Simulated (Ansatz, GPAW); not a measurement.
Given: the input of a run of GPAW 26.7.0 (ASE script) on Mo. 

run.py

```python
from ase.dft.bandgap import bandgap
from ase.io import read, write
from ase.units import GPa
from gpaw import GPAW, PW

atoms = read('POSCAR')

calc = GPAW(mode=PW(600),
            xc='PBE',
            kpts={'size': (12, 12, 12), 'gamma': True},
            occupations={'name': 'methfessel-paxton', 'order': 0, 'width': 0.024},
            nbands=16,
            convergence={'density': 1e-05, 'energy': 1e-05},
            maxiter=150,
            txt='gpaw.txt')
atoms.calc = calc
energy = atoms.get_potential_energy()
forces = atoms.get_forces()
stress = atoms.get_stress()
calc.write('gs.gpw')
write('result.traj', atoms)
print(f'Energy: {energy:.6f} eV')
print('Forces (eV/A):')
print(forces.round(4))
print('Stress (GPa):', (stress / GPa).round(3))
print('Fermi level:', round(calc.get_fermi_level(), 4), 'eV')
print(f'Gap: {bandgap(calc)[0]:.4f} eV, direct: {bandgap(calc, direct=True)[0]:.4f} eV')
```

The input POSCAR:

```
Mo
1.0
   -1.5838089719      1.5838089719      1.5838089719
    1.5838089719     -1.5838089719      1.5838089719
    1.5838089719      1.5838089719     -1.5838089719
Mo
1
Direct
    0.0000000000      0.0000000000      0.0000000000
```

Potentials or basis: GPAW PAW data sets (gpaw-data 1.2.1), pw.

The run is started by

```bash
$ OMP_NUM_THREADS=1 python run.py
```

Problem. Set up the same calculation for Ansatz 0.2.0. Potentials or basis there: all-electron LAPW, scalar-relativistic.

Solution. As run (cutoffs and basis follow the program's own potentials, and thresholds, step limits or extra output files can differ):

Contents of input.yaml:

```yaml
crystal:
  lattice:
    - [-1.5838089719, 1.5838089719, 1.5838089719]
    - [1.5838089719, -1.5838089719, 1.5838089719]
    - [1.5838089719, 1.5838089719, -1.5838089719]
  atoms:
    - { symbol: Mo, position: [0.0, 0.0, 0.0] }
kpoints:
  mp_grid: { grid: [12, 12, 12] }
scf:
  occupations: { method: gaussian, width: 0.024 }
hamiltonian:
  xc: pbe
  pseudopotentials: { kind: all_electron, lapw: { basis_error: 0.001 } }
output:
  forces: true
  stress: true
  eigenvalues: true
```

Potentials or basis: all-electron LAPW, scalar-relativistic.

Launch:

```sh
$ ansatz run input.yaml --threads 1 --pin off --max-ram 3072MiB --backend cpu --events-out ev --progress --plain --runs-dir out
```

Both were run:

|  | GPAW | Ansatz |
| --- | --- | --- |
| Pressure | -2.3 GPa | -1.9 GPa |

Where Ansatz's input types no cutoff or centring, it takes its own default and a Γ-centred mesh.

Pressure is positive in compression.
